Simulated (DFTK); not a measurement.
# SiC (Moissanite) (P6_3mc) in DFTK: reference runs

Reference runs on SiC (Moissanite): the cell as given.

All numbers are computed with DFTK 0.8.2; they aren't measurements. Logs are shortened: lines on timing, memory, paths and dates and some standing lists are left out, and cuts for length are marked.

**1. The crystal as given**

Symmetry: P6_3mc, No. 186, hexagonal system. The conventional cell has a = 3.076 Å, b = 3.076 Å, c = 5.048 Å, α = 90.00°, β = 90.00°, γ = 120.00°. Si (site symmetry 3m) is surrounded by 4 C at 1.87 to 1.94 Å. Around C (site symmetry 3m) lie 4 Si at 1.87 to 1.94 Å.

**2. Single point, PBEsol**

The input, run.jl:

```julia
using DFTK
using PseudoPotentialData
using Unitful, UnitfulAtomic
using LinearAlgebra, Printf
include("save.jl")
disable_threading()

# lattice vectors are the columns
lattice = austrip(1u"Å") * [         3.076         -1.538            0.0;
                      0.0    2.663894142            0.0;
                      0.0            0.0          5.048]
symbols   = [:Si, :Si, :C, :C]
positions = [[0.6666666667, 0.3333333333, 0.5],
             [0.3333333333, 0.6666666667, 0.0],
             [0.6666666667, 0.3333333333, 0.885],
             [0.3333333333, 0.6666666667, 0.385]]
pseudopotentials = PseudoFamily("dojo.nc.sr.pbesol.v0_4_1.standard.upf")
elements = Dict(s => ElementPsp(s, pseudopotentials) for s in unique(symbols))
atoms    = [elements[s] for s in symbols]

build_model(lattice, positions; symmetries=true) =
    model_DFT(lattice, atoms, positions;
              functionals=PBEsol(),
              temperature=austrip(0.05u"eV"),
              smearing=Smearing.FermiDirac(),
              symmetries)
Ecut  = 41.0  # hartree
kgrid = [10, 10, 5]
tol   = 1e-6
to_GPa = ustrip(uconvert(u"GPa", 1u"hartree/bohr^3"))

model = build_model(lattice, positions)
basis = PlaneWaveBasis(model; Ecut, kgrid)
display(basis)
scfres = self_consistent_field(basis;
                               tol,
                               nbandsalg=AdaptiveBands(model; n_bands_converge=13))
display(scfres.energies)
@printf "Fermi level: %.6f eV\n" ustrip(auconvert(u"eV", something(scfres.εF, NaN)))
forces = compute_forces_cart(scfres)
println("Forces (eV/Å)")
for (s, f) in zip(symbols, forces)
    @printf "%-3s %12.6f %12.6f %12.6f\n" s ustrip.(auconvert.(u"eV/Å", f))...
end
stress = compute_stresses_cart(scfres)
println("Stress (GPa)")
display(round.(stress * to_GPa; digits=4))
println("Levels at the first k-point (eV): ", round.(ustrip.(auconvert.(u"eV", scfres.eigenvalues[1][1:scfres.n_bands_converge])); digits=4))
save_scf!(scfres; forces, stress)
```

Potentials or basis: dojo.nc.sr.pbesol.v0_4_1.standard.upf (PBEsol).

The run is started by

```bash
$ julia --threads=1 run.jl  # save.jl only writes the numbers to a file and isn't shown; printed stress counts tension as positive; times include loading and compiling
```

The log of the run:

```text
PlaneWaveBasis discretization:

    Ecut                 : 41.0 Ha
    fft_size             : (36, 36, 60), 77760 total points
    kgrid                : MonkhorstPack([10, 10, 5])
    num.   red. kpoints  : 500
    num. irred. kpoints  : 70

    Discretized Model(gga_x_pbe_sol+gga_c_pbe_sol, 3D):
        lattice (in Bohr)    : [5.8128    , -2.9064   , 0         ]
                               [0         , 5.03403   , 0         ]
                               [0         , 0         , 9.53934   ]
        unit cell volume     : 279.14 Bohr³

        atoms                : C₂Si₂
        pseudopot. family    : PseudoFamily("dojo.nc.sr.pbesol.v0_4_1.standard.upf")

        num. electrons       : 16
        spin polarization    : none
        temperature          : 0.0018375 Ha
        smearing             : DFTK.Smearing.FermiDirac()

        terms                : Kinetic()
                               AtomicLocal()
                               AtomicNonlocal()
                               Ewald(nothing)
                               PspCorrection()
                               Hartree()
                               Xc(gga_x_pbe_sol, gga_c_pbe_sol)
                               Entropy()
n     Energy            log10(ΔE)   log10(Δρ)   Diag   Δtime
---   ---------------   ---------   ---------   ----   ------
  1   -20.34007582247                   -0.43    5.3    18.0s
  2   -20.49050022666       -0.82       -0.86    3.2    13.2s
  3   -20.50999734506       -1.71       -1.52    3.2    15.1s
  4   -20.51047251531       -3.32       -2.18    1.9    10.1s
  5   -20.51054146817       -4.16       -3.41    2.2    11.3s
  6   -20.51054367161       -5.66       -3.97    4.5    16.4s
  7   -20.51054367561       -8.40       -4.53    2.1    10.5s
  8   -20.51054367718       -8.80       -5.10    2.7    11.7s
  9   -20.51054367724      -10.22       -6.00    2.6    12.1s
Energy breakdown (in Ha):
    Kinetic             11.7514542
    AtomicLocal         -8.1837729
    AtomicNonlocal      0.5961830
    Ewald               -20.8945946
    PspCorrection       1.4001706
    Hartree             2.3315949
    Xc                  -7.5115789
    Entropy             -0.0000000

    total               -20.510543677241
Fermi level: 8.521580 eV
Forces (eV/Å)
Si     -0.000000     0.000000     0.755491
Si      0.000000     0.000000     0.755491
C      -0.000000    -0.000000    -0.755492
C       0.000000    -0.000000    -0.755492
Stress (GPa)
3×3 StaticArraysCore.SMatrix{3, 3, Float64, 9} with indices SOneTo(3)×SOneTo(3):
 -1.9671   0.0      0.0
  0.0     -1.9671  -0.0
 -0.0      0.0      2.9879
Levels at the first k-point (eV): [-8.3948, -4.8568, -1.4097, 5.7965, 5.7965, 7.0853, 7.0853, 7.356, 11.9135, 13.3165, 13.7886, 13.7886, 14.8349]
```

Wall time 4.9 min (1 thread of Intel Xeon Platinum 8259CL at 2.50GHz (Skylake/Cascade Lake), shared host); peak memory 2.4 GiB.

Results:

```
Free energy            : -558.1203 eV
Pressure               : 0.3 GPa
Largest force          : 0.755 eV/Å
Band gap on the k mesh : 2.33 eV, indirect (least direct gap 3.96 eV)
```

Forces in eV/Å, atoms in the order of the input:
```
Si   0.000  0.000  0.755
Si   0.000  0.000  0.755
C    0.000  0.000 -0.755
C    0.000  0.000 -0.755
```

Caveat: an odd mesh through Γ misses points on the zone boundary, where band edges often lie.
